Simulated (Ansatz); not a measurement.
# CoSi2 (Fm-3m) in Ansatz: notebook

One crystal, CoSi2, is run at these levels: BLYP+D3(BJ), BLYP+D4; tasks: relaxation of cell and atoms.

Program: Ansatz 0.2.0. These are calculated values, not measurements. Logs are shortened: lines on timing, memory, paths and dates and some standing lists are left out, and cuts for length are marked.

## (1) Starting point

It takes space group Fm-3m (No. 225, cubic). The conventional cell has a = 5.356 Å, b = 5.356 Å, c = 5.356 Å, α = 90.00°, β = 90.00°, γ = 90.00°. Around Co (site symmetry m-3m) lie 8 Si at 2.32 Å. Si (site symmetry -43m) has 4 Co at 2.32 Å as nearest neighbours.

## (2) Relaxation of cell and atoms, BLYP+D3(BJ), collinear spin, ferromagnetic start

input.yaml reads:

```yaml
crystal:
  lattice:
    - [0.0, 2.678, 2.678]
    - [2.678, 0.0, 2.678]
    - [2.678, 2.678, 0.0]
  atoms:
    - { symbol: Co, position: [0.0, 0.0, 0.0], spin: 2.0 }
    - { symbol: Si, position: [0.75, 0.75, 0.75] }
    - { symbol: Si, position: [0.25, 0.25, 0.25] }
hamiltonian:
  xc: blyp
  pseudopotentials: { kind: paw }
  dispersion: d3bj
magnetization:
  spin_polarized: true
kpoints:
  mp_grid: { grid: [9, 9, 9] }
scf:
  occupations: { method: fermi_dirac, width: 0.05 }
output:
  forces: true
  stress: true
relax:
  f_tol: 0.01
  max_steps: 40
  cell: { stress_tol: 0.05 }
```

Potentials or basis: Ansatz PAW.

The run is started by

```
$ ansatz run input.yaml --threads 2 --pin off --max-ram 5632MiB --backend cpu --events-out ev --progress --plain --runs-dir out
```

Log:

```text
Warning: RAYON_NUM_THREADS=2 ignored (pool sized by the plan → 2); use --threads N
Engine: ansatz 0.2.0, x86_64-unknown-linux-gnu
Pseudopotentials: kind: paw
Pseudopotential: Co, paw, valence charge 17, recommended cutoff 420 eV (normal), Co.paw.azcp
Pseudopotential: Si, paw, valence charge 4, recommended cutoff 420 eV (normal), Si.paw.azcp
Functional definition: BLYP
  parameter beta = 0.0042
  parameter a = 0.04918
  parameter b = 0.132
  parameter c = 0.2533
  parameter d = 0.349
  exchange = b88_x(beta = beta)
  correlation = lyp_c(a = a, b = b, c = c, d = d)
Crystal: 3 atoms, lattice volume = 38.412 Å³
Basis set: ecut = 420 eV, 749 PW (Γ), exchange–correlation on 54×54×54 points (8 copies of the dense FFT grid, shifted against one another)
Bands: 18, of which v1, the nominal top of the filled ones, is band 13 counted from 1 (12 counted from 0)
Symmetry: 48 space group operations
Space group: Fm-3m (ITA 225), of the structure as read, at distance tolerance 3.4e-5 Å
Magnetic group: BNS 225.116 (UNI 1618), of the structure as read, at distance tolerance 3.4e-5 Å
k-points: 35 of 729
Non-local potential: Co, projectors of the file, l = 0: 3, l = 1: 2, l = 2: 3, l = 3: 1
Non-local potential: Si, projectors of the file, l = 0: 2, l = 1: 2, l = 2: 2
PAW form: soft (Blöchl's): semilocal exchange-correlation on the pseudo side does not see the compensation charge
PAW frozen core: Co, regenerated for the run's functional, and the local potential with it (the file was generated under x = pbe(κ = 0.804, μ = 0.2195149727645171), c = pbe(β = 0.06672455060314922))
PAW frozen core: Si, regenerated for the run's functional, and the local potential with it (the file was generated under x = pbe(κ = 0.804, μ = 0.2195149727645171), c = pbe(β = 0.06672455060314922))
PAW one-centre angular grid: Co, 590 points (default); XC on 64 Gauss nodes
PAW one-centre angular grid: Si, 110 points (default); XC on 64 Gauss nodes
Initial density: superposition of atomic densities (chi_scale 0.1, normalization cell)
Starting moments: Σ|m| = 2 μB on 1 of 3 sites
Initial wavefunctions: pseudopotential atomic-orbital guess
Functional: x = b88, c = lyp
SCF iter   1: F=—  HF=-6413.995168 eV  |F-HF|=—  |Δ(HF+E_count)|=         —  Δρ=8.59e-2 (↑8.59e-2 ↓4.22e-2)  dr2=1.23e0  dr2_m=1.18e0  M=0.767 μB ∫|m|=1.392 μB  β_m=0.30  ethr=3.10e-3  ⟨swp⟩=5.8  Hψ=6292  notcnv=0
Mixer restart at iter 1: flushing history
preconditioner: auto → Kerker (q_TF=auto, 2.540 Å⁻¹)  [metal: Δε(μ)=0.061 eV  Ē_g=8.885 eV  σ=0.050 eV  W_gap=0.30  n_scr=14 (ndim 8)  ℏωp=24.7 eV  f_vac=0.000  D(μ)=2.40/eV (n_scr^D=26)]
spin=Collinear: Kerker preconditioning applied to the charge; magnetization (m = ρ↑ − ρ↓) channel mixes plain (no charge-response kernel on spin).
SCF iter   2: F=—  HF=-6414.112184 eV  |F-HF|=—  |Δ(HF+E_count)|=   1.17e-1  Δρ=6.52e-2 (↑4.47e-2 ↓6.52e-2)  dr2=9.84e-1  dr2_m=9.42e-1  M=0.685 μB ∫|m|=1.187 μB  β_m=0.60  ethr=3.10e-3  ⟨swp⟩=2.4  Hψ=2319  notcnv=0  defer=44
SCF iter   3: F=—  HF=-6415.836227 eV  |F-HF|=—  |Δ(HF+E_count)|=    1.72e0  Δρ=5.94e-2 (↑3.49e-2 ↓5.94e-2)  dr2=8.60e-1  dr2_m=7.19e-1  M=0.456 μB ∫|m|=0.848 μB  β_m=0.25  ethr=3.10e-3  ⟨swp⟩=2.1  Hψ=1929  notcnv=0  defer=40
SCF iter   4: F=—  HF=-6416.628626 eV  |F-HF|=—  |Δ(HF+E_count)|=   7.92e-1  Δρ=3.48e-2 (↑3.48e-2 ↓2.77e-2)  dr2=1.95e-1  dr2_m=3.10e-1  M=0.272 μB ∫|m|=0.526 μB  β_m=0.63  ethr=3.10e-3  ⟨swp⟩=2.1  Hψ=2271  notcnv=0  defer=67
SCF iter   5: F=—  HF=-6416.491271 eV  |F-HF|=—  |Δ(HF+E_count)|=         —  Δρ=3.00e-2 (↑1.76e-2 ↓3.00e-2)  dr2=5.79e-1  dr2_m=1.61e-2  M=-0.012 μB ∫|m|=0.013 μB  β_m=0.63  ethr=7.80e-4  ⟨swp⟩=3.3  Hψ=2736  notcnv=0  defer=69
Mixer restart at iter 5: flushing history
SCF iter   6: F=—  HF=-6416.870272 eV  |F-HF|=—  |Δ(HF+E_count)|=   3.79e-1  Δρ=1.47e-2 (↑1.47e-2 ↓1.03e-2)  dr2=8.49e-2  dr2_m=2.83e-3  M=-0.005 μB ∫|m|=0.006 μB  β_m=0.56  ethr=7.80e-4  ⟨swp⟩=2.6  Hψ=3062  notcnv=0  defer=76
SCF iter   7: F=—  HF=-6416.785541 eV  |F-HF|=—  |Δ(HF+E_count)|=   8.47e-2  Δρ=1.27e-2 (↑9.24e-3 ↓1.27e-2)  dr2=1.62e-1  dr2_m=1.22e-3  M=-0.004 μB ∫|m|=0.004 μB  β_m=0.59  ethr=3.40e-4  ⟨swp⟩=2.2  Hψ=2475  notcnv=0  defer=76
SCF iter   8: F=—  HF=-6416.800998 eV  |F-HF|=—  |Δ(HF+E_count)|=   1.55e-2  Δρ=1.36e-3 (↑1.01e-3 ↓1.36e-3)  dr2=3.05e-3  dr2_m=9.80e-5  M=-0.001 μB ∫|m|=0.001 μB  β_m=0.72  ethr=3.40e-4  ⟨swp⟩=2.2  Hψ=2338  notcnv=0  defer=76
SCF iter   9: F=—  HF=-6416.801020 eV  |F-HF|=—  |Δ(HF+E_count)|=   2.14e-5  Δρ=5.80e-4 (↑5.80e-4 ↓5.52e-4)  dr2=5.45e-4  dr2_m=1.03e-5  M=-0.000 μB ∫|m|=0.001 μB  β_m=0.86  ethr=1.22e-5  ⟨swp⟩=2.7  Hψ=1985  notcnv=0  defer=76
SCF iter  10: F=—  HF=-6416.800923 eV  |F-HF|=—  |Δ(HF+E_count)|=   9.69e-5  Δρ=3.73e-4 (↑3.28e-4 ↓3.73e-4)  dr2=1.99e-4  dr2_m=2.17e-7  M=-0.000 μB ∫|m|=0.000 μB  β_m=0.93  ethr=2.18e-6  ⟨swp⟩=2.9  Hψ=2155  notcnv=0  defer=76
SCF iter  11: F=—  HF=-6416.800901 eV  |F-HF|=—  |Δ(HF+E_count)|=   2.15e-5  Δρ=1.20e-4 (↑1.20e-4 ↓1.16e-4)  dr2=1.45e-5  dr2_m=1.51e-9  M=-0.000 μB ∫|m|=0.000 μB  β_m=0.97  ethr=7.98e-7  ⟨swp⟩=2.1  Hψ=1586  notcnv=0  defer=76
SCF iter  12: F=—  HF=-6416.800900 eV  |F-HF|=—  |Δ(HF+E_count)|=   1.09e-6  Δρ=9.00e-6 (↑9.00e-6 ↓8.07e-6)  dr2=1.43e-7  dr2_m=2.25e-10  M=-0.000 μB ∫|m|=0.000 μB  β_m=0.98  ethr=5.80e-8  ⟨swp⟩=2.1  Hψ=1668  notcnv=0  defer=76
SCF iter  13: F=—  HF=-6416.800900 eV  |F-HF|=—  |Δ(HF+E_count)|=   2.38e-8  Δρ=9.41e-6 (↑9.41e-6 ↓9.28e-6)  dr2=9.33e-8  dr2_m=2.67e-12  M=-0.000 μB ∫|m|=0.000 μB  β_m=0.99  ethr=5.70e-10  ⟨swp⟩=2.0  Hψ=2120  notcnv=0  defer=76
[... 45 lines left out ...]
SCF iter   6: F=—  HF=-6416.823558 eV  |F-HF|=—  |Δ(HF+E_count)|=   2.22e-8  Δρ=4.48e-6 (↑4.48e-6 ↓4.47e-6)  dr2=2.59e-8  dr2_m=4.30e-13  M=0.000 μB ∫|m|=0.000 μB  β_m=0.83  ethr=1.60e-10  ⟨swp⟩=2.2  Hψ=1733  notcnv=0
SCF iter   7: F=—  HF=-6416.823558 eV  |F-HF|=—  |Δ(HF+E_count)|=   6.83e-8  Δρ=3.33e-6 (↑3.09e-6 ↓3.33e-6)  dr2=1.14e-8  dr2_m=5.47e-12  M=-0.000 μB ∫|m|=0.000 μB  β_m=0.92  ethr=1.04e-10  ⟨swp⟩=2.2  Hψ=1813  notcnv=0
SCF iter   8: F=-6416.823558 eV  HF=-6416.823558 eV  |F-HF|=2.27e-8  |Δ(HF+E_count)|=   2.60e-8  Δρ=4.64e-6 (↑4.61e-6 ↓4.64e-6)  dr2=2.54e-8  dr2_m=1.46e-13  M=-0.000 μB ∫|m|=0.000 μB  ethr=4.57e-11  ⟨swp⟩=1.7  Hψ=4192  notcnv=0
the starting moments were not kept: the SCF closed with an absolute magnetisation of 3.0e-7 μB, where they sum to 2 μB in size (1 site). That is at most 0.1 of that sum. Measured as dr2_m measures the in/out step, that magnetisation stands 1.2e-13 eV from none, at or under the dr2_threshold of 6.7e-8 eV: it is no larger than a step whose dr2_m would equal this threshold.
SCF 4 converged in 8 iterations: F = -6416.823558 eV  dr2 = 2.54e-8
relax step   4: F+E_penalty+E_count = -6416.82355785 eV  Δ(F+E_penalty+E_count) = +1.379e-6 eV  max|allowed force component| = 1.634e-16 eV/Å  Δτ_max = 0.0000 Å  P = -0.004 GPa  Ω = 37.189 Å³  energy of the carried Pulay correction = +6.630e-4 eV  (8 SCF iters, dr2 threshold 6.75e-8 eV, accepted)
Initial wavefunctions: pseudopotential atomic-orbital guess (no wavefunctions were taken with the density)
iter 1 solved again at ethr=2.27e-7 eV; its pass at ethr=3.10e-3 eV (dr2=5.67e-5 eV) is discarded
SCF iter   1: F=—  HF=-6416.823025 eV  |F-HF|=—  |Δ(HF+E_count)|=         —  Δρ=9.99e-5 (↑9.99e-5 ↓9.99e-5)  dr2=6.97e-6  dr2_m=1.66e-13  M=-0.000 μB ∫|m|=0.000 μB  β_m=0.65  ethr=2.27e-7  ⟨swp⟩=3.0  Hψ=9825  notcnv=0
preconditioner: auto → none  [metal: Δε(μ)=0.044 eV  Ē_g=9.092 eV  σ=0.050 eV  W_gap=0.22  n_scr=8 (ndim 8)  ℏωp=25.1 eV  f_vac=0.002  D(μ)=1.17/eV (n_scr^D=14)]
SCF iter   2: F=—  HF=-6416.823022 eV  |F-HF|=—  |Δ(HF+E_count)|=   2.34e-6  Δρ=8.71e-5 (↑8.70e-5 ↓8.71e-5)  dr2=7.68e-6  dr2_m=9.86e-14  M=-0.000 μB ∫|m|=0.000 μB  β_m=0.36  ethr=2.79e-8  ⟨swp⟩=2.0  Hψ=2120  notcnv=0
SCF iter   3: F=—  HF=-6416.823023 eV  |F-HF|=—  |Δ(HF+E_count)|=   5.16e-7  Δρ=2.96e-5 (↑2.96e-5 ↓2.95e-5)  dr2=4.11e-7  dr2_m=7.48e-14  M=-0.000 μB ∫|m|=0.000 μB  β_m=0.41  ethr=2.79e-8  ⟨swp⟩=2.8  Hψ=2088  notcnv=0
SCF iter   4: F=—  HF=-6416.823023 eV  |F-HF|=—  |Δ(HF+E_count)|=   4.44e-7  Δρ=5.21e-6 (↑5.20e-6 ↓5.21e-6)  dr2=3.72e-8  dr2_m=6.62e-14  M=-0.000 μB ∫|m|=0.000 μB  β_m=0.70  ethr=1.64e-9  ⟨swp⟩=1.0  Hψ=1260  notcnv=0
SCF iter   5: F=—  HF=-6416.823024 eV  |F-HF|=—  |Δ(HF+E_count)|=   5.79e-7  Δρ=5.10e-6 (↑5.10e-6 ↓5.09e-6)  dr2=3.65e-8  dr2_m=1.06e-14  M=-0.000 μB ∫|m|=0.000 μB  β_m=0.84  ethr=1.49e-10  ⟨swp⟩=2.4  Hψ=2119  notcnv=0
SCF iter   6: F=—  HF=-6416.823024 eV  |F-HF|=—  |Δ(HF+E_count)|=   1.35e-7  Δρ=2.51e-6 (↑2.51e-6 ↓2.51e-6)  dr2=7.70e-9  dr2_m=4.71e-16  M=-0.000 μB ∫|m|=0.000 μB  β_m=0.92  ethr=1.46e-10  ⟨swp⟩=2.7  Hψ=2414  notcnv=0
SCF iter   7: F=—  HF=-6416.823024 eV  |F-HF|=—  |Δ(HF+E_count)|=   1.32e-8  Δρ=2.10e-7 (↑2.10e-7 ↓2.10e-7)  dr2=5.61e-11  dr2_m=8.35e-18  M=-0.000 μB ∫|m|=0.000 μB  β_m=0.96  ethr=3.08e-11  ⟨swp⟩=2.8  Hψ=2500  notcnv=0
SCF iter   8: F=—  HF=-6416.823024 eV  |F-HF|=—  |Δ(HF+E_count)|=  4.55e-11  Δρ=4.17e-8 (↑4.17e-8 ↓4.16e-8)  dr2=2.41e-12  dr2_m=1.48e-18  M=-0.000 μB ∫|m|=0.000 μB  β_m=0.98  ethr=1.00e-12  ⟨swp⟩=2.2  Hψ=1708  notcnv=0
SCF iter   9: F=-6416.823024 eV  HF=-6416.823024 eV  |F-HF|=0.00e0  |Δ(HF+E_count)|=  6.37e-12  Δρ=2.64e-8 (↑2.64e-8 ↓2.64e-8)  dr2=7.75e-13  dr2_m=1.51e-20  M=-0.000 μB ∫|m|=0.000 μB  ethr=1.00e-12  ⟨swp⟩=4.0  Hψ=4789  notcnv=0
the starting moments were not kept: the SCF closed with an absolute magnetisation of 1.1e-10 μB, where they sum to 2 μB in size (1 site). That is at most 0.1 of that sum. Measured as dr2_m measures the in/out step, that magnetisation stands 4.6e-21 eV from none, at or under the dr2_threshold of 3.0e-11 eV: it is no larger than a step whose dr2_m would equal this threshold.
SCF 5 converged in 9 iterations: F = -6416.823024 eV  dr2 = 7.75e-13
relax step   5: F+E_penalty+E_count = -6416.82302398 eV  Δ(F+E_penalty+E_count) = +5.339e-4 eV  max|allowed force component| = 1.881e-16 eV/Å  Δτ_max = 0.0000 Å  P = -0.033 GPa  Ω = 37.189 Å³  stress off target by 3.29e-2 GPa  SCF on the basis re-selected at this cell (its energy is not comparable with the rows above)  (9 SCF iters)
basis re-selected at this cell: Δ(F+E_penalty+E_count) = +5.339e-4 eV, ΔP = -0.029 GPa vs the last step (what re-selecting the basis moved, of the pressure what is left beyond the Pulay correction that the steps carried, after the strain that the cell walked since its last selection, with what the two solves' SCF thresholds leave and, on support functions, any second-order correction that the steps lacked; it is no measure of the basis error at this ecutwfc). This SCF's stress stands 3.29e-2 GPa from its target on what of the cell is left free (relax.cell.stress_tol is 5.00e-2 GPa) and its largest allowed force component is 1.88e-16 eV/Å (relax.f_tol is 1.00e-2 eV/Å): within both
SCF converged after 9 iterations
Magnetization: -0.0000 μB (12.5000 up, 12.5000 down)
Absolute magnetization: 0.0000 μB (∫|ρ↑−ρ↓|, with the PAW one-centre terms)
Spin contamination: 0.0000 ħ² per cell (⟨S²⟩ above its minimum at these occupations)
Per-site moments (μB) at R_I (Å): [(-4.913761139704815e-11, 0.9464190828202228), (2.845561832842116e-12, 0.9464190828202228), (2.845572505315108e-12, 0.9464190828202228)]
Free energy (F): -6416.823024 eV
Harris-Foulkes:  -6416.823024 eV  (|F-HF|=0.00e0)
Internal energy: -6416.813502 eV  (E = F + TS)
E sigma→0 (E₀):  -6416.818263 eV
Entropy (-TS):   -0.009522 eV (-3.174 meV/atom)
Fermi energy:    13.885899 eV
--- Per-component energies (eV) ---
  E_band       = -259.753080
  E_kinetic    = 551.544224
  E_local      = -4066.621622  (includes V_loc(G=0)·N_el)
  E_nonlocal   = 503.605959
  E_hartree    = 1775.024884
  E_xc         = -270.870456
  E_vxc        = -300.232781  (∫ρ·V_xc dr)
  E_paw        = -2562.836074  (= ΣΔE_a)
  E_vpaw       = -498.098641  (= ΣTr[D̂ρ^β])
  E_aug_tail   = 0.000087  (compensation charges beyond the density's cutoff)
  E_ewald      = -2343.614781
  E_disp       = -3.081709  (pairwise vdW)
  E_core_change = 0.035986  (= ΣΔE_core)
  E_smearing   = -0.009522  (= −TS)
  E_closure    = 0.000000  (closes the sum)
  Σ components = -6416.823024   (vs F -6416.823024, Δ=0.00e0)
--- Forces (eV/Å), atoms counted from 1 ---
  atom   1  Co    -0.00000000     0.00000000    -0.00000000
  atom   2  Si     0.00000000    -0.00000000    -0.00000000
  atom   3  Si    -0.00000000     0.00000000     0.00000000
  max |Σ_I F_I| component: 1.85e-17 eV/Å
--- Stress (GPa, compression-positive) ---
       -0.032873      -0.000000      -0.000000
       -0.000000      -0.032873      -0.000000
       -0.000000      -0.000000      -0.032873
  P = ⅓ Tr σ = -0.0329 GPa (-0.329 kbar)
--- Relaxed structure (4 steps of the walk, 4 accepted, 1 SCFs on fresh bases) ---
  F+E_penalty+E_count = -6416.82302398 eV   max|allowed force component| = 1.881e-16 eV/Å   (the final SCF, on the basis selected at the relaxed cell)
  cell:  # Å, volume = 37.1892 Å³
    - [4.713219130428421e-34, 2.6492863623391725, 2.6492863623391725]
    - [2.6492863623391725, -1.146458707401508e-34, 2.6492863623391725]
    - [2.6492863623391725, 2.6492863623391725, -1.7833802115134566e-34]
  atoms:
    - { symbol: Co, position: [1.0100804166986101e-34, -1.274773925153623e-34, -3.183813427171144e-35] }
    - { symbol: Si, position: [0.7499999999999999, 0.7499999999999999, 0.7499999999999999] }
    - { symbol: Si, position: [0.24999999999999997, 0.24999999999999997, 0.24999999999999997] }
```

It took 5.2 s on 2 threads of Intel Xeon 6975P-C (Granite Rapids), shared host; peak memory 0.42 GiB.

Results:

| Quantity | Value |
| --- | --- |
| Free energy | -6416.8230 eV |
| Relaxed volume | 12.40 Å³/atom |
| Relaxed cell | a = 3.747 Å, b = 3.747 Å, c = 3.747 Å, α = 60.00°, β = 60.00°, γ = 60.00° |
| Space group after relaxing (to 0.05 Å) | Fm-3m (No. 225) |
| Energy gained by relaxing | 7.4 meV/atom |
| Ionic steps | 5 |
| Pressure after relaxing | 0.0 GPa |
| Net moment | 0.00 μB per cell |
| Absolute moment | 0.00 μB per cell |

Step by step:
```tsv
step	energy change (eV)	largest force (eV/Å)	volume (Å³)
1	0.0000	0.0000	38.41
2	-0.0180	0.0000	37.73
3	-0.0227	0.0000	37.16
4	-0.0227	0.0000	37.19
5	-0.0221	0.0000	37.19
```

Final structure:
```
Co Si
1.0
     0.00000    2.64929    2.64929
     2.64929    0.00000    2.64929
     2.64929    2.64929    0.00000
Co Si
1 2
Direct
  0.00000 0.00000 0.00000
  0.75000 0.75000 0.75000
  0.25000 0.25000 0.25000
```

Caveat: the starting moments collapsed, and a magnetic state may lie lower; the plane-wave basis is chosen anew once the cell has moved, so the energies of steps on either side of that aren't comparable; the PAW data sets come from PBE, with cores solved anew for the run's functional, which leaves a small shift of forces and pressure; the starting moments weren't kept.

[end of part 1 of 2]
